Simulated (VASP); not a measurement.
# Shielding tensors and field gradients of LiCl, part 2 of 3

Aim: NMR shielding tensors and field gradients of LiCl. The cell is of the rock-salt type, one of the forms listed for this formula, which need not be the common one. The start is a cell from a database of measured crystal structures.

VASP 6.6.1, plane waves and PAW; the level of theory is named at each step.

So far. Step 2 (Ground state): The cell has a gap of 6.34 eV on this mesh.

The database entry behind the starting cell differs from later determinations by our own check (0.1 to 0.3 % short, probably kX units), so it need not match the best structure at ambient conditions.

### Step 3. Shielding tensors

This step: chemical shifts by linear response (GIPAW), PBE; plane waves and PAW (Cl, Li_sv) (VASP 6.6.1).

LCHIMAG computes the induced currents by linear response. It needs tightly converged orbitals and a cutoff well above the default; LEFG adds the field gradients at no cost.

INCAR

```
SYSTEM = LiCl
PREC = Accurate
ENCUT = 700
EDIFF = 1E-09
NELM = 100
ISMEAR = 0
SIGMA = 0.01
LREAL = .FALSE.
ALGO = Normal
GGA = PE
NBANDS = 11
LWAVE = .FALSE.
LCHARG = .FALSE.
KPAR = 4
LCHIMAG = .TRUE.
LEFG = .TRUE.
DQ = 0.001
ICHIBARE = 1
LNMR_SYM_RED = .TRUE.
```

POSCAR

```
LiCl
1.0
    0.0000000000      2.5647700000      2.5647700000
    2.5647700000      0.0000000000      2.5647700000
    2.5647700000      2.5647700000      0.0000000000
Cl Li
1 1
Direct
    0.5000000000      0.5000000000      0.5000000000
    0.0000000000      0.0000000000      0.0000000000
```

KPOINTS

```
Automatic mesh
0
Gamma
8 8 8
0 0 0
```

The projector-augmented-wave data sets are Cl and Li_sv (PBE family, release 64).

Launch:

```console
$ mpirun -np 4 vasp_std
```

The program printed:

```text
[... set-up lines as in an earlier step ...]
 entering main loop
       N       E                     dE             d eps       ncg     rms          rms(c)
DAV:   1     0.475912284440E+02    0.47591E+02   -0.51495E+03   638   0.105E+03
DAV:   2    -0.477715721352E+01   -0.52368E+02   -0.50607E+02   864   0.164E+02
DAV:   3    -0.739337676407E+01   -0.26162E+01   -0.26105E+01   833   0.390E+01
DAV:   4    -0.744777567960E+01   -0.54399E-01   -0.54364E-01   926   0.580E+00
DAV:   5    -0.744864265683E+01   -0.86698E-03   -0.86696E-03   852   0.586E-01    0.239E+00
DAV:   6    -0.737873730288E+01    0.69905E-01   -0.15594E-01   814   0.197E+00    0.170E+00
DAV:   7    -0.737996259581E+01   -0.12253E-02   -0.50537E-02   942   0.129E+00    0.920E-01
DAV:   8    -0.738404517457E+01   -0.40826E-02   -0.67495E-03   764   0.635E-01    0.147E-01
DAV:   9    -0.738401226142E+01    0.32913E-04   -0.18607E-04   786   0.107E-01    0.490E-02
DAV:  10    -0.738407453531E+01   -0.62274E-04   -0.10908E-04   739   0.775E-02    0.373E-02
DAV:  11    -0.738407513496E+01   -0.59965E-06   -0.88628E-06   854   0.204E-02    0.230E-03
DAV:  12    -0.738407553171E+01   -0.39675E-06   -0.44172E-07   766   0.509E-03    0.523E-03
DAV:  13    -0.738407537650E+01    0.15521E-06   -0.16537E-07   895   0.271E-03    0.245E-04
DAV:  14    -0.738407540089E+01   -0.24389E-07   -0.23346E-09   777   0.427E-04    0.499E-04
DAV:  15    -0.738407539024E+01    0.10649E-07   -0.19088E-09   734   0.284E-04    0.139E-05
DAV:  16    -0.738407538925E+01    0.98487E-09   -0.12614E-10   454   0.925E-05
ion   1
     0.0000000     0.0000000     0.0000000    -0.0000000     0.0000000    -0.0000000
     0.0000382     0.0000000     0.0000000    -0.0000000     0.0000000    -0.0000000
     0.0000526     0.0000000     0.0000000    -0.0000000     0.0000000    -0.0000000
     0.0000724     0.0000000     0.0000000    -0.0000000     0.0000000    -0.0000000
     0.0000997     0.0000000     0.0000000    -0.0000000     0.0000000    -0.0000000

     0.0000000     0.0000000     0.0000000    -0.0000000     0.0000000    -0.0000000
     0.0000382     0.0000000     0.0000000    -0.0000000     0.0000000    -0.0000000
     0.0000526     0.0000000     0.0000000    -0.0000000     0.0000000    -0.0000000
     0.0000724     0.0000000     0.0000000    -0.0000000     0.0000000    -0.0000000
     0.0000997     0.0000000     0.0000000    -0.0000000     0.0000000    -0.0000000

ion   2
     0.0000000     0.0000000     0.0000000    -0.0000000    -0.0000000    -0.0000000
     0.0000222     0.0000000     0.0000000    -0.0000000    -0.0000000    -0.0000000
     0.0000306     0.0000000     0.0000000    -0.0000000    -0.0000000    -0.0000000
     0.0000422     0.0000000     0.0000000    -0.0000000    -0.0000000    -0.0000000
     0.0000581     0.0000000     0.0000000    -0.0000000    -0.0000000    -0.0000000

     0.0000000     0.0000000     0.0000000    -0.0000000    -0.0000000    -0.0000000
     0.0000222     0.0000000     0.0000000    -0.0000000    -0.0000000    -0.0000000
     0.0000306     0.0000000     0.0000000    -0.0000000    -0.0000000    -0.0000000
     0.0000422     0.0000000     0.0000000    -0.0000000    -0.0000000    -0.0000000
     0.0000581     0.0000000     0.0000000    -0.0000000    -0.0000000    -0.0000000

   1 F= -.73840754E+01 E0= -.73840754E+01  d E =-.245765-123
DAV:   1    -0.114520754589E+03   -0.11452E+03    0.00000E+00     0   0.000E+00
DAV:   2    -0.114520754589E+03    0.00000E+00    0.00000E+00     0   0.000E+00
BDIR= 1  IDIR= 2  IQ= -1
DAV:   1    -0.229043188920E+03   -0.22904E+03   -0.11421E-02   749   0.590E-01
DAV:   2    -0.229043233083E+03   -0.44163E-04   -0.44163E-04   760   0.146E-01
DAV:   3    -0.229043233423E+03   -0.33955E-06   -0.33954E-06   903   0.166E-02
DAV:   4    -0.229043233426E+03   -0.37072E-08   -0.37608E-08   810   0.141E-03
DAV:   5    -0.229043233427E+03   -0.18611E-09   -0.15376E-09   768   0.228E-04
       N       E                     dE             d eps       ncg     rms
RMM:   1    -0.292164378086E+02   -0.29216E+02   -0.15249E+02  1305   0.613E+01
RMM:   2    -0.302340212928E+02   -0.10176E+01   -0.32560E+00  1424   0.982E+00
RMM:   3    -0.302819789399E+02   -0.47958E-01   -0.19051E-01  1436   0.272E+00
RMM:   4    -0.302852733082E+02   -0.32944E-02   -0.22538E-02  1442   0.956E-01
RMM:   5    -0.302856455934E+02   -0.37229E-03   -0.42001E-03  1457   0.364E-01
RMM:   6    -0.302857165950E+02   -0.71002E-04   -0.81367E-04  1486   0.158E-01
RMM:   7    -0.302857314937E+02   -0.14899E-04   -0.11878E-04  1456   0.459E-02
RMM:   8    -0.302857342738E+02   -0.27800E-05   -0.18693E-05  1400   0.196E-02
RMM:   9    -0.302857346213E+02   -0.34749E-06   -0.19508E-06  1283   0.466E-03
RMM:  10    -0.302857346702E+02   -0.48935E-07   -0.14037E-07  1155   0.135E-03
RMM:  11    -0.302857346757E+02   -0.54473E-08   -0.36935E-08  1087   0.533E-04
RMM:  12    -0.302857346766E+02   -0.89804E-09   -0.27535E-09  1038   0.176E-04
BDIR= 1  IDIR= 2  IQ=  0
DAV:   1    -0.229041519889E+03   -0.22904E+03   -0.16876E-11   436   0.396E-05
DAV:   2    -0.229041519889E+03   -0.26432E-11   -0.64278E-12   430   0.166E-05
       N       E                     dE             d eps       ncg     rms
RMM:   1    -0.292370208063E+02   -0.29237E+02   -0.15262E+02  1305   0.613E+01
RMM:   2    -0.302559060311E+02   -0.10189E+01   -0.32553E+00  1421   0.982E+00
RMM:   3    -0.303037583037E+02   -0.47852E-01   -0.19028E-01  1409   0.272E+00
RMM:   4    -0.303070691272E+02   -0.33108E-02   -0.22616E-02  1416   0.959E-01
RMM:   5    -0.303074441655E+02   -0.37504E-03   -0.41960E-03  1415   0.363E-01
RMM:   6    -0.303075148709E+02   -0.70705E-04   -0.81211E-04  1448   0.158E-01
RMM:   7    -0.303075296505E+02   -0.14780E-04   -0.11804E-04  1396   0.456E-02
RMM:   8    -0.303075324167E+02   -0.27663E-05   -0.18660E-05  1310   0.196E-02
RMM:   9    -0.303075327628E+02   -0.34600E-06   -0.19414E-06  1206   0.465E-03
RMM:  10    -0.303075328115E+02   -0.48730E-07   -0.13977E-07  1095   0.134E-03
RMM:  11    -0.303075328167E+02   -0.52001E-08   -0.34506E-08  1020   0.533E-04
RMM:  12    -0.303075328178E+02   -0.10913E-08   -0.33959E-09   974   0.207E-04
RMM:  13    -0.303075328179E+02   -0.13187E-09   -0.94548E-10   946   0.999E-05
BDIR= 1  IDIR= 2  IQ=  1
DAV:   1    -0.229039980359E+03   -0.22904E+03   -0.11423E-02   752   0.590E-01
DAV:   2    -0.229040024280E+03   -0.43921E-04   -0.43921E-04   755   0.146E-01
DAV:   3    -0.229040024622E+03   -0.34238E-06   -0.34240E-06   930   0.167E-02
DAV:   4    -0.229040024625E+03   -0.22579E-08   -0.22490E-08   785   0.108E-03
DAV:   5    -0.229040024625E+03   -0.98453E-10   -0.94931E-10   745   0.168E-04
[...]
RMM:   4    -0.368351756227E+02   -0.45732E-02   -0.27363E-02  1469   0.101E+00
RMM:   5    -0.368355998029E+02   -0.42418E-03   -0.41384E-03  1492   0.371E-01
RMM:   6    -0.368356610035E+02   -0.61201E-04   -0.73107E-04  1503   0.160E-01
RMM:   7    -0.368356730930E+02   -0.12089E-04   -0.11611E-04  1523   0.478E-02
RMM:   8    -0.368356750090E+02   -0.19160E-05   -0.17956E-05  1423   0.181E-02
RMM:   9    -0.368356753076E+02   -0.29862E-06   -0.16009E-06  1368   0.385E-03
RMM:  10    -0.368356753512E+02   -0.43627E-07   -0.11291E-07  1257   0.116E-03
RMM:  11    -0.368356753558E+02   -0.45364E-08   -0.31055E-08  1142   0.416E-04
RMM:  12    -0.368356753563E+02   -0.54924E-09   -0.13626E-09  1081   0.114E-04
BDIR= 3  IDIR= 1  IQ=  0
DAV:   1    -0.229041519889E+03   -0.22904E+03   -0.16576E-11   436   0.396E-05
DAV:   2    -0.229041519889E+03   -0.25580E-10   -0.69494E-12   430   0.166E-05
       N       E                     dE             d eps       ncg     rms
RMM:   1    -0.355040853691E+02   -0.35504E+02   -0.17868E+02  1333   0.628E+01
RMM:   2    -0.367752558534E+02   -0.12712E+01   -0.46005E+00  1436   0.104E+01
RMM:   3    -0.368398400312E+02   -0.64584E-01   -0.21976E-01  1429   0.296E+00
RMM:   4    -0.368444106969E+02   -0.45707E-02   -0.27373E-02  1430   0.101E+00
RMM:   5    -0.368448348715E+02   -0.42417E-03   -0.41366E-03  1450   0.370E-01
RMM:   6    -0.368448960078E+02   -0.61136E-04   -0.72995E-04  1461   0.160E-01
RMM:   7    -0.368449078826E+02   -0.11875E-04   -0.11404E-04  1468   0.477E-02
RMM:   8    -0.368449099446E+02   -0.20621E-05   -0.18470E-05  1344   0.190E-02
RMM:   9    -0.368449102701E+02   -0.32543E-06   -0.18033E-06  1305   0.424E-03
RMM:  10    -0.368449103143E+02   -0.44240E-07   -0.10722E-07  1189   0.112E-03
RMM:  11    -0.368449103186E+02   -0.43032E-08   -0.29467E-08  1062   0.401E-04
RMM:  12    -0.368449103191E+02   -0.49731E-09   -0.11740E-09   999   0.105E-04
BDIR= 3  IDIR= 1  IQ=  1
DAV:   1    -0.229050168034E+03   -0.22905E+03   -0.10567E-02   770   0.592E-01
DAV:   2    -0.229050213895E+03   -0.45861E-04   -0.45861E-04   740   0.142E-01
DAV:   3    -0.229050214275E+03   -0.37985E-06   -0.37988E-06   914   0.162E-02
DAV:   4    -0.229050214279E+03   -0.39584E-08   -0.39409E-08   788   0.129E-03
DAV:   5    -0.229050214279E+03   -0.18466E-09   -0.17224E-09   739   0.205E-04
       N       E                     dE             d eps       ncg     rms
RMM:   1    -0.355131742873E+02   -0.35513E+02   -0.17870E+02  1334   0.628E+01
RMM:   2    -0.367835410167E+02   -0.12704E+01   -0.46017E+00  1444   0.104E+01
RMM:   3    -0.368481947846E+02   -0.64654E-01   -0.21958E-01  1446   0.296E+00
RMM:   4    -0.368527693279E+02   -0.45745E-02   -0.27444E-02  1469   0.101E+00
RMM:   5    -0.368531886993E+02   -0.41937E-03   -0.41128E-03  1492   0.369E-01
RMM:   6    -0.368532489714E+02   -0.60272E-04   -0.72934E-04  1504   0.160E-01
RMM:   7    -0.368532608052E+02   -0.11834E-04   -0.11383E-04  1522   0.477E-02
RMM:   8    -0.368532628567E+02   -0.20515E-05   -0.18408E-05  1421   0.190E-02
RMM:   9    -0.368532631788E+02   -0.32212E-06   -0.17823E-06  1371   0.422E-03
RMM:  10    -0.368532632224E+02   -0.43591E-07   -0.10634E-07  1253   0.112E-03
RMM:  11    -0.368532632267E+02   -0.42730E-08   -0.29189E-08  1145   0.401E-04
RMM:  12    -0.368532632272E+02   -0.49689E-09   -0.11776E-09  1082   0.107E-04
BDIR= 3  IDIR= 2  IQ= -1
DAV:   1    -0.229043188920E+03   -0.22904E+03   -0.11421E-02   749   0.590E-01
DAV:   2    -0.229043233083E+03   -0.44163E-04   -0.44163E-04   760   0.146E-01
DAV:   3    -0.229043233423E+03   -0.33954E-06   -0.33954E-06   903   0.166E-02
DAV:   4    -0.229043233426E+03   -0.37040E-08   -0.37607E-08   810   0.141E-03
DAV:   5    -0.229043233427E+03   -0.15760E-09   -0.15368E-09   768   0.228E-04
       N       E                     dE             d eps       ncg     rms
RMM:   1    -0.335746457917E+02   -0.33575E+02   -0.16965E+02  1317   0.623E+01
RMM:   2    -0.349105386846E+02   -0.13359E+01   -0.47497E+00  1439   0.108E+01
RMM:   3    -0.349819541005E+02   -0.71415E-01   -0.21857E-01  1418   0.301E+00
RMM:   4    -0.349870154457E+02   -0.50613E-02   -0.30836E-02  1465   0.107E+00
RMM:   5    -0.349874230924E+02   -0.40765E-03   -0.41358E-03  1457   0.371E-01
RMM:   6    -0.349874875432E+02   -0.64451E-04   -0.79905E-04  1493   0.164E-01
RMM:   7    -0.349875000200E+02   -0.12477E-04   -0.11139E-04  1478   0.459E-02
RMM:   8    -0.349875020234E+02   -0.20033E-05   -0.16977E-05  1403   0.173E-02
RMM:   9    -0.349875022608E+02   -0.23747E-06   -0.12489E-06  1340   0.335E-03
RMM:  10    -0.349875022874E+02   -0.26560E-07   -0.81556E-08  1222   0.893E-04
RMM:  11    -0.349875022903E+02   -0.29554E-08   -0.18216E-08  1109   0.311E-04
RMM:  12    -0.349875022909E+02   -0.60641E-09   -0.21199E-09  1063   0.135E-04
BDIR= 3  IDIR= 2  IQ=  0
DAV:   1    -0.229041519889E+03   -0.22904E+03   -0.16527E-11   436   0.396E-05
DAV:   2    -0.229041519889E+03    0.10516E-10   -0.60544E-12   430   0.166E-05
       N       E                     dE             d eps       ncg     rms
RMM:   1    -0.335429167940E+02   -0.33543E+02   -0.16951E+02  1317   0.623E+01
RMM:   2    -0.348769711713E+02   -0.13341E+01   -0.47418E+00  1432   0.108E+01
RMM:   3    -0.349481403152E+02   -0.71169E-01   -0.21846E-01  1404   0.301E+00
RMM:   4    -0.349531859284E+02   -0.50456E-02   -0.30710E-02  1431   0.107E+00
RMM:   5    -0.349535981022E+02   -0.41217E-03   -0.41623E-03  1422   0.373E-01
RMM:   6    -0.349536634316E+02   -0.65329E-04   -0.80001E-04  1448   0.165E-01
RMM:   7    -0.349536759477E+02   -0.12516E-04   -0.11164E-04  1444   0.459E-02
RMM:   8    -0.349536779546E+02   -0.20069E-05   -0.17012E-05  1345   0.173E-02
RMM:   9    -0.349536781931E+02   -0.23846E-06   -0.12544E-06  1265   0.336E-03
RMM:  10    -0.349536782197E+02   -0.26594E-07   -0.81467E-08  1154   0.893E-04
RMM:  11    -0.349536782226E+02   -0.29523E-08   -0.18203E-08  1034   0.311E-04
RMM:  12    -0.349536782232E+02   -0.60561E-09   -0.21166E-09   994   0.135E-04
BDIR= 3  IDIR= 2  IQ=  1
DAV:   1    -0.229039980359E+03   -0.22904E+03   -0.11423E-02   752   0.590E-01
DAV:   2    -0.229040024280E+03   -0.43921E-04   -0.43921E-04   755   0.146E-01
DAV:   3    -0.229040024622E+03   -0.34239E-06   -0.34240E-06   930   0.167E-02
DAV:   4    -0.229040024625E+03   -0.22414E-08   -0.22490E-08   785   0.108E-03
DAV:   5    -0.229040024625E+03   -0.13858E-09   -0.94834E-10   753   0.168E-04
       N       E                     dE             d eps       ncg     rms
RMM:   1    -0.335106263195E+02   -0.33511E+02   -0.16937E+02  1316   0.623E+01
RMM:   2    -0.348427296183E+02   -0.13321E+01   -0.47335E+00  1438   0.108E+01
RMM:   3    -0.349136457982E+02   -0.70916E-01   -0.21834E-01  1423   0.301E+00
RMM:   4    -0.349186810435E+02   -0.50352E-02   -0.30642E-02  1461   0.107E+00
RMM:   5    -0.349190926700E+02   -0.41163E-03   -0.41649E-03  1463   0.373E-01
RMM:   6    -0.349191580402E+02   -0.65370E-04   -0.80136E-04  1494   0.165E-01
RMM:   7    -0.349191705920E+02   -0.12552E-04   -0.11190E-04  1484   0.460E-02
RMM:   8    -0.349191726025E+02   -0.20105E-05   -0.17048E-05  1408   0.173E-02
RMM:   9    -0.349191728409E+02   -0.23839E-06   -0.12494E-06  1335   0.336E-03
RMM:  10    -0.349191728683E+02   -0.27479E-07   -0.85926E-08  1219   0.932E-04
RMM:  11    -0.349191728715E+02   -0.31442E-08   -0.19473E-08  1107   0.330E-04
RMM:  12    -0.349191728721E+02   -0.65422E-09   -0.22954E-09  1058   0.143E-04
       N       E                     dE             d eps       ncg     rms
RLQ:   1    -0.124851067191E-01   -0.12485E-01   -0.17663E-02  1037   0.489E-01
RLQ:   2    -0.131147159618E-01   -0.62961E-03   -0.27785E-03  1187   0.132E-01
RLQ:   3    -0.131379564279E-01   -0.23240E-04   -0.70145E-05  1129   0.222E-02
RLQ:   4    -0.131392888025E-01   -0.13324E-05   -0.49505E-06  1089   0.536E-03
RLQ:   5    -0.131393603974E-01   -0.71595E-07   -0.18663E-07   979   0.108E-03
RLQ:   6    -0.131393647249E-01   -0.43275E-08   -0.14917E-08   910   0.280E-04
RLQ:   7    -0.131393649372E-01   -0.21228E-09   -0.55778E-10   805   0.735E-05
```

Run time: 2.6 min. Hardware: 4 MPI ranks of Intel Xeon Platinum 8375C at 2.90GHz (Ice Lake), shared host; peak memory 0.91 GiB.

OUTCAR, selected parts (step 3):

```text
The static configuration has the point symmetry O_h .

 Found     29 irreducible k-points:

   k-points           NKPTS =     29   k-points in BZ     NKDIM =     29   number of bands    NBANDS=     11

   dimension x,y,z NGX =    32 NGY =   32 NGZ =   32
   dimension x,y,z NGXF=    64 NGYF=   64 NGZF=   64

   ENCUT  =  700.0 eV  51.45 Ry    7.17 a.u.   7.82  7.82  7.82*2*pi/ulx,y,z

   NELECT =      10.0000    total number of electrons

  Total        0.0594904      0.0594904      0.0594904     -0.0000000      0.0000000      0.0000000
  in kB        2.8247625      2.8247625      2.8247625     -0.0000000      0.0000000      0.0000000
  external PRESSURE =       2.8247625 kB  Pullay stress =       0.0000000 kB

  energy-cutoff  :      700.00
  volume of cell :       33.74
      direct lattice vectors                 reciprocal lattice vectors
     0.000000000  2.564770000  2.564770000    -0.194949255  0.194949255  0.194949255
     2.564770000  0.000000000  2.564770000     0.194949255 -0.194949255  0.194949255
     2.564770000  2.564770000  0.000000000     0.194949255  0.194949255 -0.194949255

 POSITION                                       TOTAL-FORCE (eV/Angst)
 -----------------------------------------------------------------------------------
      2.56477      2.56477      2.56477        -0.000000     -0.000000     -0.000000
      0.00000      0.00000      0.00000         0.000000      0.000000      0.000000
 -----------------------------------------------------------------------------------
    total drift:                               -0.000000     -0.000000      0.000000

 Electric field gradients after diagonalization (V/A^2)
 (convention: |V_zz| > |V_xx| > |V_yy|)
----------------------------------------------------------------------
 ion       V_xx      V_yy      V_zz     asymmetry (V_yy - V_xx)/ V_zz
----------------------------------------------------------------------
   1       0.000     0.000    -0.001       0.000
   2      -0.003    -0.003     0.005       0.000
----------------------------------------------------------------------

  ORBITAL MAGNETIC SUSCEPTIBILITY, excluding core contribution
 -------------------------------------------------------------
  Approximate magnetic susceptibility, pGv (10^-6 cm^3/mole)
     1        -24.398897          0.000000         -0.000000
     2         -0.000000        -24.398897         -0.000000
     3         -0.000000         -0.000000        -24.398897
 -------------------------------------------------------------
  Approximate magnetic susceptibility, vGv (10^-6 cm^3/mole)
     1        -22.880187         -0.000000          0.000000
     2         -0.000000        -22.880187         -0.000000
     3          0.000000         -0.000000        -22.880187

  CSA tensor (J. Mason, Solid State Nucl. Magn. Reson. 2, 285 (1993))
  for chemical shielding  (including the isotropic core contribution)

  BDIR labels direction of applied magnetic field (i.e. B0)
  For BDIR==1, B0 along x-axis, etc.
  Induced field listed along cartesian directions for each BDIR
 ------------------------------------------------------------------------------------------
                 EXCLUDING G=0 CONTRIBUTION              INCLUDING G=0 CONTRIBUTION
 ------------------------------------------------------------------------------------------
  ion  BDIR            X           Y           Z                X           Y           Z
          (   iso_shield        span        skew ) (   iso_shield        span        skew )
 ------------------------------------------------------------------------------------------
    1     1     913.7310     -0.0000      0.0000         924.3528     -0.0000      0.0000
          2       0.0000    913.7310     -0.0000           0.0000    924.3528     -0.0000
          3      -0.0000      0.0000    913.7310          -0.0000      0.0000    924.3528
          (     913.7310      0.0000      0.0000 ) (     924.3528      0.0000      0.0000 )

    2     1      80.7346     -0.0000     -0.0000          91.3565     -0.0000     -0.0000
          2       0.0000     80.7346      0.0000           0.0000     91.3565      0.0000
          3      -0.0000      0.0000     80.7346          -0.0000      0.0000     91.3565
          (      80.7346      0.0000      0.0000 ) (      91.3565      0.0000      0.0000 )
 ------------------------------------------------------------------------------------------

[... 3 parts as in an earlier step ...]

[... 2 further parts left out ...]
```

Numbers from this step:

| Quantity | Value |
| --- | --- |
| free energy (TOTEN) | -7.384 eV |
| Fermi energy | 0.7443 eV |
| pressure | 0.2825 GPa |
| gap on the k-mesh | 6.336 eV |
| least direct gap on the k-mesh | 6.336 eV |

Valence and core; the G = 0 term is that of a spherical sample. NMR shielding, by row:

| atom | isotropic shielding (ppm) | span (ppm) | skew | isotropic shielding without the G = 0 term (ppm) |
| --- | --- | --- | --- | --- |
| Cl1 | 924.4 | 0 | - | 913.7 |
| Li2 | 91.36 | 0 | - | 80.73 |

Ordered as |Vzz| ≥ |Vxx| ≥ |Vyy|, the program's way. Electric field gradients, by row:

| atom | Vxx (V/Å²) | Vyy (V/Å²) | Vzz (V/Å²) | asymmetry |
| --- | --- | --- | --- | --- |
| Cl1 | 0 | 0 | -0.001 | - |
| Li2 | -0.003 | -0.003 | 0.005 | - |

(Part 2 of 3 ends here.)

[Lines on the potential files, build, host, timing and source positions are cut from VASP's logs without a mark.]

[Logs are printed without paths, hosts, clocks, repeated set-up lines and the standing remarks that a program may print on its own settings, such as how far it seeks lower states.]

[Hosts, paths, dates, database ids (printed as entryN), source tags and the programs' standing remarks are cut or masked in the printed files.]
